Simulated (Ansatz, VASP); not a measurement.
# Two plane-wave programs on Rh

```
Rh
1.0
     0.00000    2.25293    1.53132
     2.25293    0.00000    1.53132
     2.25293    2.25293    0.00000
Rh
1
Direct
  0.00000 0.00000 0.00000
```

Alike in both runs: task single point; functional PBE; k mesh 22 × 22 × 22; occupations gaussian, width 0.15 eV; no spin polarisation.

```csv
,VASP,Ansatz
version,VASP 6.6.1,Ansatz 0.2.0
potentials or method,"VASP PAW PBE potentials, release 64 (Rh_pv)","scalar-relativistic, plane waves, PAW"
plane-wave cutoff (eV),520,420
valence electrons in the cell,15,17
```

```csv
,VASP,Ansatz,Ansatz less VASP
gap on the k mesh at the Fermi level (eV),none,none,-
pressure (GPa),-14.0,-14.0,+0.02
largest component of the traceless stress (GPa),5.55,5.61,+0.059
```

A gap of «none» marks a metal or a gap that the smearing closes. The two sets of potentials don't hold the same shells in valence.
